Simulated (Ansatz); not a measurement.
# Band table of Gd (fcc type)

```
Gd
1.0
     0.00000    1.87418    1.87418
     1.87418    0.00000    1.87418
     1.87418    1.87418    0.00000
Gd
1
Direct
  0.00000 0.00000 0.00000
```

The cell comes from a relaxation on PAW files under the same functional, begun from a prototype that needn't be the stable phase.

Level of theory: DFT with PBE, scalar-relativistic, in Ansatz 0.2.0; a Γ-centred 13×13×13 k mesh, Fermi–Dirac smearing of 0.05 eV, spin-polarised from start moments Gd 7 μB. LAPW: all electrons, basis error target 1 meV/atom.

This run: volume at 0.4 of the series' base cell.

The open f shell is treated without a Hubbard term, so these are results of the method, and the state needn't be the lowest. Spin–orbit coupling is left out, which matters for the heavy atoms. The structure type is held throughout; the real material can change phase at far lower pressure.

Path points, in fractions of the reciprocal vectors: Γ (0.000, 0.000, 0.000), X (0.500, 0.000, 0.500), U (0.625, 0.250, 0.625), K (0.375, 0.375, 0.750), L (0.500, 0.500, 0.500), W (0.500, 0.250, 0.750). The distance column jumps between branches of the path. Levels in eV from the Fermi level, spin up; bands 11 to 24, counted from the lowest band of the run. The gap is zero, the pressure 133.5 GPa.

```
# k(1/Å) point b11 b12 b13 b14 b15 b16 b17 b18 b19 b20 b21 b22 b23 b24
0.000 Γ -18.73 -18.73 -18.73 -4.34 -3.54 -3.54 -3.54 -2.57 -2.57 -2.57 -2.56 1.64 1.64 1.64
0.210 - -19.10 -18.87 -18.87 -4.36 -3.57 -3.51 -3.51 -2.64 -2.64 -2.61 -2.06 1.31 2.05 2.05
0.419 - -20.07 -19.25 -19.25 -4.42 -3.69 -3.44 -3.44 -2.78 -2.78 -2.73 -0.85 0.51 3.16 3.16
0.629 - -21.36 -19.78 -19.78 -4.52 -3.89 -3.33 -3.33 -2.91 -2.91 -2.90 -0.44 -0.07 4.79 4.79
0.838 - -22.72 -20.35 -20.35 -4.66 -4.22 -3.21 -3.21 -3.08 -3.00 -3.00 -1.31 -0.84 6.51 6.79
1.048 - -23.98 -20.88 -20.88 -4.85 -4.76 -3.25 -3.11 -3.11 -3.03 -3.03 -1.99 -1.93 9.04 9.04
1.257 - -25.00 -21.30 -21.30 -5.46 -5.05 -3.38 -3.12 -3.12 -2.96 -2.96 -2.59 -2.44 11.45 11.45
1.467 - -25.68 -21.57 -21.57 -6.02 -5.21 -3.46 -3.13 -3.13 -2.90 -2.90 -2.90 -2.68 13.26 13.83
1.676 X -25.92 -21.66 -21.66 -6.23 -5.26 -3.49 -3.14 -3.14 -2.98 -2.87 -2.87 -2.76 13.55 14.83
1.750 - -25.90 -21.71 -21.65 -6.19 -5.21 -3.49 -3.14 -3.13 -2.98 -2.87 -2.87 -2.76 13.36 13.90
1.824 - -25.86 -21.85 -21.62 -6.08 -5.06 -3.49 -3.14 -3.08 -2.98 -2.87 -2.84 -2.76 12.83 12.87
1.898 - -25.78 -22.08 -21.57 -5.93 -4.80 -3.49 -3.13 -2.99 -2.99 -2.86 -2.81 -2.76 11.78 12.18
1.973 - -25.68 -22.37 -21.50 -5.79 -4.46 -3.50 -3.13 -3.00 -2.85 -2.82 -2.76 -2.74 10.75 11.40
2.047 - -25.55 -22.71 -21.42 -5.65 -4.15 -3.50 -3.13 -3.01 -2.83 -2.76 -2.70 -2.42 9.76 10.60
2.121 - -25.39 -23.06 -21.31 -5.51 -3.94 -3.50 -3.12 -3.03 -2.82 -2.75 -2.61 -1.85 8.80 9.79
2.195 - -25.20 -23.41 -21.20 -5.37 -3.82 -3.50 -3.12 -3.06 -2.80 -2.75 -2.50 -1.12 7.88 9.01
2.269 U -24.98 -23.74 -21.06 -5.23 -3.75 -3.50 -3.11 -3.09 -2.78 -2.74 -2.37 -0.31 7.01 8.26
3.295 K -24.98 -23.74 -21.06 -5.23 -3.75 -3.50 -3.11 -3.09 -2.78 -2.74 -2.37 -0.31 7.01 8.26
3.518 - -24.51 -24.20 -20.61 -4.82 -3.67 -3.49 -3.22 -3.11 -2.73 -2.73 -1.78 2.07 4.68 6.32
3.740 - -24.76 -23.24 -20.10 -4.46 -3.61 -3.45 -3.42 -3.11 -2.78 -2.69 -0.92 2.86 3.36 4.97
3.962 - -24.40 -22.17 -19.63 -4.19 -3.68 -3.53 -3.37 -3.16 -2.91 -2.68 0.12 1.66 3.34 4.32
4.184 - -23.47 -21.10 -19.24 -3.99 -3.97 -3.39 -3.25 -3.24 -3.10 -2.67 0.83 1.07 2.98 4.39
4.407 - -22.12 -20.12 -18.97 -4.24 -3.80 -3.37 -3.28 -3.18 -3.06 -2.64 0.33 0.96 3.25 3.67
4.629 - -20.58 -19.36 -18.82 -4.36 -3.66 -3.46 -3.42 -2.93 -2.84 -2.61 -0.83 1.16 2.60 3.03
4.851 - -19.27 -18.89 -18.75 -4.36 -3.57 -3.52 -3.51 -2.68 -2.65 -2.58 -2.01 1.48 1.90 2.09
5.073 Γ -18.73 -18.73 -18.73 -4.34 -3.54 -3.54 -3.54 -2.57 -2.57 -2.57 -2.56 1.64 1.64 1.64
5.255 - -19.13 -18.77 -18.77 -4.35 -3.55 -3.52 -3.52 -2.64 -2.64 -2.57 -2.19 1.59 1.85 1.85
5.436 - -20.19 -18.89 -18.89 -4.37 -3.60 -3.48 -3.48 -2.80 -2.80 -2.56 -1.45 1.71 2.34 2.34
5.618 - -21.59 -19.07 -19.07 -4.39 -3.67 -3.42 -3.42 -2.96 -2.96 -2.56 -1.18 2.67 2.70 2.70
5.799 - -23.08 -19.26 -19.26 -4.38 -3.74 -3.37 -3.37 -3.05 -3.05 -2.55 -1.47 2.57 2.57 4.43
5.981 - -24.46 -19.45 -19.45 -4.36 -3.79 -3.39 -3.39 -3.01 -3.01 -2.54 -1.94 2.06 2.06 6.40
6.162 - -25.56 -19.61 -19.61 -4.31 -3.81 -3.43 -3.43 -2.89 -2.89 -2.54 -2.39 1.51 1.51 8.09
6.344 - -26.28 -19.71 -19.71 -4.26 -3.79 -3.47 -3.47 -2.77 -2.77 -2.75 -2.53 1.10 1.10 9.07
6.525 L -26.53 -19.74 -19.74 -4.24 -3.77 -3.48 -3.48 -2.89 -2.72 -2.72 -2.53 0.95 0.95 9.35
6.673 - -26.47 -19.96 -19.80 -4.26 -3.67 -3.48 -3.39 -2.89 -2.73 -2.66 -2.59 0.79 1.22 9.10
6.821 - -26.31 -20.55 -19.95 -4.31 -3.61 -3.47 -3.17 -2.88 -2.75 -2.73 -2.26 0.39 1.98 8.14
6.969 - -26.04 -21.35 -20.21 -4.37 -3.62 -3.46 -3.14 -2.88 -2.87 -2.74 -1.45 -0.08 3.19 6.75
7.118 - -25.68 -22.21 -20.58 -4.38 -3.63 -3.44 -3.26 -2.94 -2.87 -2.74 -0.52 -0.51 4.64 5.33
7.266 - -25.24 -22.99 -21.02 -4.30 -3.65 -3.42 -3.39 -2.97 -2.89 -2.74 -0.90 0.42 4.06 5.88
7.414 - -24.77 -23.62 -21.52 -4.11 -3.65 -3.50 -3.42 -2.99 -2.92 -2.74 -1.22 1.26 3.07 6.32
7.562 - -24.35 -24.01 -21.96 -3.85 -3.65 -3.57 -3.46 -3.00 -2.97 -2.76 -1.45 1.94 2.43 6.14
7.710 W -24.15 -24.15 -22.16 -3.65 -3.65 -3.61 -3.56 -3.01 -3.01 -2.76 -1.53 2.21 2.21 5.97
7.815 - -24.53 -23.74 -22.15 -3.78 -3.72 -3.59 -3.44 -3.01 -3.00 -2.76 -1.68 0.87 3.66 6.28
7.920 - -24.88 -23.32 -22.09 -4.08 -3.82 -3.55 -3.33 -3.01 -2.99 -2.76 -2.01 -0.33 5.19 7.10
8.025 - -25.19 -22.90 -22.02 -4.49 -3.98 -3.53 -3.26 -3.01 -2.98 -2.76 -2.35 -1.35 6.79 8.25
8.129 - -25.45 -22.51 -21.92 -4.99 -4.22 -3.51 -3.20 -3.00 -2.98 -2.76 -2.59 -2.12 8.42 9.58
8.234 - -25.65 -22.16 -21.82 -5.47 -4.55 -3.50 -3.16 -2.99 -2.99 -2.76 -2.74 -2.60 10.09 10.95
8.339 - -25.80 -21.89 -21.74 -5.88 -4.91 -3.49 -3.14 -3.04 -2.99 -2.83 -2.81 -2.76 11.76 12.22
8.444 - -25.89 -21.72 -21.68 -6.14 -5.17 -3.49 -3.14 -3.11 -2.98 -2.86 -2.86 -2.76 13.18 13.41
8.548 X -25.92 -21.66 -21.66 -6.23 -5.26 -3.49 -3.14 -3.14 -2.98 -2.87 -2.87 -2.76 13.55 14.83
```
